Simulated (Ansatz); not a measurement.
All numbers below come from DFT PBE, scalar-relativistic, plane waves, PAW in Ansatz 0.2.0. All cells share a 420 eV cutoff and Γ-centred k meshes spaced at most about 0.3 Å⁻¹ (about 0.25 or finer for metals, 2π included). No spin polarisation in the final relaxations.

Temperature and zero-point effects are left out. All come from trial cells, and lower structures may exist.

Question: These unrelaxed guesses for Li are each relaxed within their symmetry. Order them by the energy at which they end, lowest first.
A.

```cif
data_structure
_symmetry_space_group_name_H-M 'I4/mmm'
_symmetry_Int_Tables_number 139
_cell_length_a 3.6166
_cell_length_b 3.6166
_cell_length_c 7.1249
_cell_angle_alpha 90.000
_cell_angle_beta 90.000
_cell_angle_gamma 90.000
_cell_volume 93.19
loop_
_atom_site_label
_atom_site_type_symbol
_atom_site_symmetry_multiplicity
_atom_site_Wyckoff_symbol
_atom_site_fract_x
_atom_site_fract_y
_atom_site_fract_z
_atom_site_occupancy
Li1 Li 4 e 0.50000 0.50000 0.30339 1
```

B.

```cif
data_structure
_symmetry_space_group_name_H-M 'Immm'
_symmetry_Int_Tables_number 71
_cell_length_a 3.0805
_cell_length_b 3.5604
_cell_length_c 3.8394
_cell_angle_alpha 90.000
_cell_angle_beta 90.000
_cell_angle_gamma 90.000
_cell_volume 42.11
loop_
_atom_site_label
_atom_site_type_symbol
_atom_site_symmetry_multiplicity
_atom_site_Wyckoff_symbol
_atom_site_fract_x
_atom_site_fract_y
_atom_site_fract_z
_atom_site_occupancy
Li1 Li 2 a 0.00000 0.00000 0.00000 1
```

Answer: B (ends in I4/mmm, 0 meV/atom), A (ends in Pm-3m, simple cubic type, 119 meV/atom).

Cells relaxed within their symmetry can be saddle points. The part of the Crystallography Open Database at hand lists Li in space groups No. 166, 191, 194, 225, 229; no cell shown has one of them. Some candidate types were left out of the draw beforehand, so a known form may be missing.
